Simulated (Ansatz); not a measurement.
Response to strain in NaF

Base system: NaF in the rock salt structure (space group Fm-3m, No. 225; a = 4.629 Å). Axes: x, y, z lie along the cube axes.

Strains are applied to the cell and any free atomic positions relax; under biaxial strain the out-of-plane vector relaxes too.

Calculations: Ansatz (a first-principles code), PBEsol, PAW, cutoff 420 eV, no spin-orbit coupling.

```json
[
 {"biaxial strain, plane normal [001], relaxed out of plane (%)": "0", "out-of-plane strain (%)": "0.00"},
 {"biaxial strain, plane normal [001], relaxed out of plane (%)": "0.5", "out-of-plane strain (%)": "-0.22"},
 {"biaxial strain, plane normal [001], relaxed out of plane (%)": "1", "out-of-plane strain (%)": "-0.44"},
 {"biaxial strain, plane normal [001], relaxed out of plane (%)": "1.5", "out-of-plane strain (%)": "?"},
 {"biaxial strain, plane normal [001], relaxed out of plane (%)": "2", "out-of-plane strain (%)": "-0.84"},
 {"biaxial strain, plane normal [001], relaxed out of plane (%)": "2.5", "out-of-plane strain (%)": "-1.04"},
 {"biaxial strain, plane normal [001], relaxed out of plane (%)": "3", "out-of-plane strain (%)": "-1.23"}
]
```

Task: Fit ε⊥ = −νε + γε² (strains in %) to the rows shown and predict the withheld row.

Result: Least squares on the printed values gives ν = 0.45 (the biaxial Poisson response) and γ = 0.013 (largest residual 0.00 %); this predicts -0.64 %, and the run gives -0.64 %, in agreement.

No phonon test of stability was made.
